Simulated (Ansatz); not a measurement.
BN under changes of volume

One of the cells (9.145 Å³/atom); the others are scaled copies at fixed shape and fractional positions:

```
N B
1.0
     1.25112    0.72234    3.37293
    -1.25112    0.72234    3.37293
     0.00000   -1.44467    3.37293
N B
1 1
Direct
  0.66724 0.66724 0.66724
  0.00033 0.00033 0.00033
```

The cell is a database's computed one.

- Program: Ansatz 0.2.0
- Functional: PBE
- Potentials or basis: all-electron LAPW, scalar-relativistic
- Cutoff: 572 eV (chosen from the basis error)
- Basis error allowed: 0.0005 eV/atom
- k mesh: 12 × 12 × 12
- Occupations: fermi-dirac, width 0.05 eV
- Spin: no spin polarisation

```tsv
volume (Å³/atom)	energy over the lowest point (meV/atom)	pressure (GPa)	gap on the mesh (eV)	largest force (eV/Å)
8.596	41.02	20.4	4.36	0.002
8.779	21.26	14.3	4.33	0.000
8.962	8.21	8.7	4.31	0.002
9.145	?	?	?	?
9.328	0.00	-1.2	4.26	0.004
9.510	3.82	-5.5	4.23	0.006
9.693	12.31	-9.4	4.20	0.007
```

Question: What does the run at 9.145 Å³/atom give?

Answer: Energy over the lowest point 1.30 meV/atom; pressure 3.5 GPa; gap on the mesh 4.28 eV; largest force 0.003 eV/Å.

Worked out: A Birch-Murnaghan fit of order 3 (a polynomial in V^(-2/3)) to the other rows has its minimum at 9.28 Å³/atom with B0 = V·E''(V) = 233 GPa and B' = 3.5 at fixed shape and positions, which overstates the stiffness. It gives 1.30 meV/atom at 9.145 Å³/atom, against the run's 1.30, and -dE/dV = 3.5 GPa, against 3.5. A straight line through the other rows of the gap, of slope -1.3 eV per unit of ln V, gives 4.28 eV, against the run's 4.28.

Energies are extrapolated to zero smearing.

A mesh can miss the band edges.
